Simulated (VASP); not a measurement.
# Si (Fd-3m) in VASP: further runs, part 2 of 2

VASP 6.6.1. Earlier steps stand in the parts before.

### 3 Single point, PBEsol

The input, INCAR:

```
SYSTEM = Si
PREC = Accurate
ENCUT = 520
EDIFF = 1E-6
ISMEAR = 0
SIGMA = 0.01
LREAL = .False.
LASPH = .True.
NELM = 60
ALGO = Normal
ISIF = 2
LWAVE = .False.
LCHARG = .False.
GGA = PS
NBANDS = 11
```

The input, KPOINTS:

```
Automatic mesh
0
Gamma
  12 12 12
  0 0 0
```

The input, POSCAR:

```
Si
1.0
    0.0000000000      2.6532026038      2.6532026038
    2.6532026038      0.0000000000      2.6532026038
    2.6532026038      2.6532026038      0.0000000000
Si
2
Direct
    0.7500000000      0.7500000000      0.7500000000
    0.5000000000      0.5000000000      0.5000000000
```

Potentials or basis: VASP PAW PBE potentials, release 64 (Si).

Launch:

```sh
$ cat potpaw_PBE.64/Si/POTCAR > POTCAR
$ mpirun -np 1 vasp_std > vasp.out
```

OUTCAR:

```text
SYSTEM = Si
   PREC = Accurate
   ENCUT = 520
   EDIFF = 1E-6
   ISMEAR = 0
   LREAL = .False.
   LASPH = .True.
   NELM = 60
   ISIF = 2
   GGA = PS

 ion  position               nearest neighbor table
   1  0.750  0.750  0.750-   2 2.30   2 2.30   2 2.30   2 2.30
   2  0.500  0.500  0.500-   1 2.30   1 2.30   1 2.30   1 2.30

  LATTYP: Found a face centered cubic cell.
 ALAT       =     5.3064052076

  Lattice vectors:

 A1 = (   0.0000000000,   2.6532026038,   2.6532026038)
 A2 = (   2.6532026038,   0.0000000000,   2.6532026038)
 A3 = (   2.6532026038,   2.6532026038,   0.0000000000)

Analysis of symmetry for initial positions (statically):
=====================================================================
 Subroutine PRICEL returns:
 Original cell was already a primitive cell.

 Routine SETGRP: Setting up the symmetry group for a
 face centered cubic supercell.

 Subroutine GETGRP returns: Found 48 space group operations
 (whereof 24 operations were pure point group operations)
 out of a pool of 48 trial point group operations.

The static configuration has the point symmetry T_d .
 The point group associated with its full space group is O_h .

Analysis of symmetry for dynamics (positions and initial velocities):
[... 166 lines left out ...]
 Fermi energy:         6.6134895717

 k-point     1 :       0.0000    0.0000    0.0000
  band No.  band energies     occupation
      1      -5.9685      2.00000
      2       6.5162      2.00000
      3       6.5162      2.00000
      4       6.5162      2.00000
      5       9.0582      0.00000
      6       9.0582      0.00000
      7       9.0582      0.00000
      8      10.6513      0.00000
      9      14.2386      0.00000
     10      14.2386      0.00000
     11      14.5175      0.00000
[... 309 lines left out ...]
 k-point    24 :      -0.4167    0.1667    0.0000
  band No.  band energies     occupation
      1      -3.1502      2.00000
      2      -0.5836      2.00000
      3       3.3304      2.00000
      4       4.8146      2.00000
      5       8.6336      0.00000
      6      10.6862      0.00000
      7      10.8884      0.00000
      8      14.6868      0.00000
      9      15.2811      0.00000
     10      15.4146      0.00000
     11      17.9000      0.00000

 [... further k-points ...]
[... 5 lines left out ...]
  --------------------------------------------------------------------------------------
  -------------------------------------------------------------------------------------
  Total        1.8380760      1.8380760      1.8380760     -0.0000000      0.0000000      0.0000000
  in kB       78.8374929     78.8374929     78.8374929     -0.0000000      0.0000000      0.0000000
  external PRESSURE =      78.8374929 kB  Pullay stress =       0.0000000 kB

 VOLUME and BASIS-vectors are now :
 -----------------------------------------------------------------------------
  energy-cutoff  :      520.00
  volume of cell :       37.35
      direct lattice vectors                 reciprocal lattice vectors
     0.000000000  2.653202604  2.653202604    -0.188451496  0.188451496  0.188451496
     2.653202604  0.000000000  2.653202604     0.188451496 -0.188451496  0.188451496
     2.653202604  2.653202604  0.000000000     0.188451496  0.188451496 -0.188451496

 POSITION                                       TOTAL-FORCE (eV/Angst)
 -----------------------------------------------------------------------------------
      3.97980      3.97980      3.97980         0.000000      0.000000      0.000000
      2.65320      2.65320      2.65320        -0.000000     -0.000000     -0.000000
 -----------------------------------------------------------------------------------
    total drift:                                0.000000      0.000000     -0.000000

  FREE ENERGIE OF THE ION-ELECTRON SYSTEM (eV)
  ---------------------------------------------------
  free  energy   TOTEN  =       -11.4285275811 eV

  energy  without entropy=      -11.4285275811  energy(sigma->0) =      -11.42852758
```

OSZICAR:

```text
N       E                     dE             d eps       ncg     rms          rms(c)
DAV:   1     0.788164992336E+01    0.78816E+01   -0.32981E+03  1584   0.591E+02
DAV:   2    -0.111485433343E+02   -0.19030E+02   -0.18221E+02  2197   0.890E+01
DAV:   3    -0.116934071712E+02   -0.54486E+00   -0.54328E+00  2000   0.130E+01
DAV:   4    -0.116972123820E+02   -0.38052E-02   -0.38046E-02  1936   0.139E+00
DAV:   5    -0.116972450816E+02   -0.32700E-04   -0.32699E-04  1964   0.120E-01    0.544E+00
DAV:   6    -0.115094355759E+02    0.18781E+00   -0.11018E-01  1791   0.133E+00    0.327E+00
DAV:   7    -0.114279595344E+02    0.81476E-01   -0.18576E-01  1814   0.181E+00    0.254E-01
DAV:   8    -0.114284644409E+02   -0.50491E-03   -0.69238E-03  1800   0.469E-01    0.900E-02
DAV:   9    -0.114285182068E+02   -0.53766E-04   -0.98203E-05  2051   0.656E-02    0.612E-02
DAV:  10    -0.114285279131E+02   -0.97063E-05   -0.12785E-05  1849   0.190E-02    0.943E-03
DAV:  11    -0.114285275811E+02    0.33191E-06   -0.73061E-07  1602   0.428E-03
   1 F= -.11428528E+02 E0= -.11428528E+02  d E =-.702018E-46
```

Run time: 26 s. Hardware: 1 thread of Intel Xeon Platinum 8488C (Sapphire Rapids), shared host; peak memory 0.15 GiB.

What came out:

| Property | Result |
| --- | --- |
| Free energy | -11.4285 eV |
| Pressure | 7.9 GPa |
| Band gap on the k mesh | 0.32 eV, indirect (least direct gap 2.54 eV) |

Caveat: the PAW data sets were made with another functional, which shifts forces and pressure a little. A k mesh can miss the band edges.

### 4 Single point, PBEsol (cell and atoms relaxed tightly for response)

The input, INCAR:

```
  PREC = Accurate
  ENCUT = 520
  EDIFF = 1E-6
  ISMEAR = 0
  SIGMA = 0.01
  LREAL = False
  LASPH = True
  NELM = 100
  ALGO = Normal
  ISIF = 2
  LWAVE = False
  LCHARG = False
  GGA = PS
  NBANDS = 11
```

The input, KPOINTS:

```
regular mesh
0
Gamma
  12 12 12
```

The input, POSCAR:

```
Si
1.0
    0.0000000000      2.7168139067      2.7168139067
    2.7168139067      0.0000000000      2.7168139067
    2.7168139067      2.7168139067      0.0000000000
Si
2
Direct
    0.7500000000      0.7500000000      0.7500000000
    0.5000000000      0.5000000000      0.5000000000
```

Launch:

```sh
$ cat potpaw_PBE.64/Si/POTCAR > POTCAR
$ mpirun -np 1 vasp_std > vasp.out
```

Run time: 14 s. Hardware: 1 thread of Intel Xeon 6975P-C (Granite Rapids), shared host; peak memory 0.16 GiB.

It converged, with:

```yaml
Free_energy: -11.4932 eV
Pressure: 0.1 GPa
Band_gap_on_the_k_mesh: 0.46 eV, indirect (least direct gap 2.52 eV)
```

Levels at points of the mesh, in eV from the valence-band top:
```tsv
k point	band 2	band 3	band 4	band 5	band 6	band 7
(0.00, 0.00, 0.00)	0.00	0.00	0.00	2.52	2.52	2.52
(0.50, 0.00, 0.00)	-7.01	-1.20	-1.20	1.46	3.27	3.27
(0.50, 0.50, 0.00)	-7.82	-2.87	-2.87	0.59	0.59	10.05
```

Caveat: the PAW data sets were made with another functional, which shifts forces and pressure a little.

### 5 Relaxation of cell and atoms, PBEsol (cell and atoms relaxed tightly for response)

The input, INCAR:

```
ALGO     = Fast           # electronic algorithm
EDIFF    = 1E-6           # SCF threshold, eV
EDIFFG   = -0.001         # ionic threshold
ENCUT    = 600            # plane-wave cutoff, eV
GGA      = PS             # functional
IBRION   = 2              # ionic algorithm
ISIF     = 3              # what is computed and relaxed
ISMEAR   = 0              # smearing method
LASPH    = True           # aspherical terms in the spheres
LCHARG   = False          # write CHGCAR
LREAL    = False          # projectors in reciprocal space
LWAVE    = False          # write WAVECAR
NELM     = 100            # most SCF steps
NSW      = 80             # ionic steps
PREC     = Accurate       # precision mode
SIGMA    = 0.01           # smearing width, eV
```

The input, KPOINTS:

```
k-points
0
Gamma
  12 12 12
```

POSCAR is that of step 4.

Launch:

```sh
$ cat potpaw_PBE.64/Si/POTCAR > POTCAR
$ mpirun -np 1 vasp_std > vasp.out
```

Run time: 21 s. Hardware: 1 thread of Intel Xeon 6975P-C (Granite Rapids), shared host; peak memory 0.18 GiB.

It converged, with:

* Free energy: -11.4932 eV
* Relaxed volume: 20.08 Å³/atom
* Relaxed cell: a = 3.844 Å, b = 3.844 Å, c = 3.844 Å, α = 60.00°, β = 60.00°, γ = 60.00°
* Space group after relaxing (to 0.05 Å): Fd-3m (No. 227)
* Energy gained by relaxing: 0.0 meV/atom
* Ionic steps: 3
* Pressure after relaxing: 0.0 GPa
* Band gap on the k mesh: 0.46 eV, indirect (least direct gap 2.52 eV)

Final structure:
```cif
data_structure
_symmetry_space_group_name_H-M 'P 1'
_symmetry_Int_Tables_number 1
_cell_length_a 3.8436
_cell_length_b 3.8436
_cell_length_c 3.8436
_cell_angle_alpha 60.000
_cell_angle_beta 60.000
_cell_angle_gamma 60.000
_cell_volume 40.15
loop_
_atom_site_label
_atom_site_type_symbol
_atom_site_fract_x
_atom_site_fract_y
_atom_site_fract_z
_atom_site_occupancy
Si1 Si 0.75000 0.75000 0.75000 1
Si2 Si 0.50000 0.50000 0.50000 1
```

Levels at points of the mesh, in eV from the valence-band top:
| k point | band 2 | band 3 | band 4 | band 5 | band 6 | band 7 |
| --- | --- | --- | --- | --- | --- | --- |
| (0.00, 0.00, 0.00) | 0.00 | 0.00 | 0.00 | 2.52 | 2.52 | 2.52 |
| (0.50, 0.00, 0.00) | -7.00 | -1.20 | -1.20 | 1.46 | 3.27 | 3.27 |
| (0.50, 0.50, 0.00) | -7.82 | -2.87 | -2.87 | 0.59 | 0.59 | 10.04 |

Caveat: the PAW data sets were made with another functional, which shifts forces and pressure a little.

### 6 Overview

```csv
task,cell,cutoff (eV),smearing,gap on the mesh (eV),pressure (GPa)
single point,as given,520,gaussian 0.02 eV,0.32,7.9
single point,as given,520,gaussian 0.01 eV,0.32,7.9
single point,cell and atoms relaxed tightly for response,520,gaussian 0.01 eV,0.46,0.1
relaxation of cell and atoms,relaxed from: cell and atoms relaxed tightly for response,600,gaussian 0.01 eV,0.46,0.0
```

Alike in all rows: level PBEsol; potentials or basis VASP PAW PBE potentials, release 64 (Si); no spin polarisation; k mesh 12 × 12 × 12.

Caveats: the PAW data sets were made with another functional, which shifts forces and pressure a little.

Absolute energies hang on the potentials; compare differences alone.
